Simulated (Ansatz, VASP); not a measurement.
Given: the input of a run of VASP 6.6.1 on TePb. 

File INCAR:

```
PREC = Accurate
ENCUT = 600
EDIFF = 1E-7
ISMEAR = -1
SIGMA = 0.05
LREAL = False
LASPH = True
NELM = 100
ALGO = Fast
ISIF = 3
LWAVE = False
LCHARG = False
GGA = B5
ALDAX = 1.0
AGGAX = 1.0
AGGAC = 1.0
ALDAC = 0.0
IBRION = 2
NSW = 40
EDIFFG = -0.01
```

KPOINTS

```
regular mesh
0
Gamma
  7 7 7
```

Contents of POSCAR:

```
TePb
1.0
    0.0000000000      3.2310000000      3.2310000000
    3.2310000000      0.0000000000      3.2310000000
    3.2310000000      3.2310000000      0.0000000000
Pb Te
1 1
Direct
    0.0000000000      0.0000000000      0.0000000000
    0.5000000000      0.5000000000      0.5000000000
```

Potentials or basis: VASP PAW PBE potentials, release 64 (Pb_d, Te).

Launch:

```console
$ cat potpaw_PBE.64/Pb_d/POTCAR potpaw_PBE.64/Te/POTCAR > POTCAR
$ mpirun -np 1 vasp_std > vasp.out
```

Q: What does the same run look like in Ansatz 0.2.0? Potentials or basis there: Ansatz PAW, cutoff 420 eV.

A: As run (cutoffs and basis follow the program's own potentials, and thresholds, step limits or extra output files can differ):

input.yaml

```yaml
crystal:
  lattice:
    - [0.0, 3.231, 3.231]
    - [3.231, 0.0, 3.231]
    - [3.231, 3.231, 0.0]
  atoms:
    - { symbol: Pb, position: [0.0, 0.0, 0.0] }
    - { symbol: Te, position: [0.5, 0.5, 0.5] }
hamiltonian:
  xc: blyp
  pseudopotentials: { kind: paw }
kpoints:
  mp_grid: { grid: [7, 7, 7] }
scf:
  occupations: { method: fermi_dirac, width: 0.05 }
output:
  forces: true
  stress: true
relax:
  f_tol: 0.01
  max_steps: 40
  cell: { stress_tol: 0.05 }
```

Potentials or basis: Ansatz PAW.

Run with:

```console
$ ansatz run input.yaml --threads 2 --pin off --max-ram 5632MiB --backend cpu --events-out ev --progress --plain --runs-dir out
```

Both were run:

|  | VASP | Ansatz |
| --- | --- | --- |
| Relaxed volume | 38.29 Å³/atom | 38.21 Å³/atom |
| Relaxed cell | a = 4.767 Å, b = 4.767 Å, c = 4.767 Å, α = 60.00°, β = 60.00°, γ = 60.00° | a = 4.763 Å, b = 4.763 Å, c = 4.763 Å, α = 60.00°, β = 60.00°, γ = 60.00° |
| Space group after relaxing | Fm-3m (No. 225) | Fm-3m (No. 225) |
| Pressure after relaxing | 0.0 GPa | 0.0 GPa |

Ansatz's pressure holds a Pulay term of +0.02 GPa for its cutoff of 420 eV, which the other run lacks.

The potentials hold 20 and 30 valence electrons a cell.

VASP's potentials were made for PBE. Ansatz's potentials were made for PBE.

Where Ansatz's input types no cutoff or centring, it takes its own default and a Γ-centred mesh.

Pressure is positive in compression.
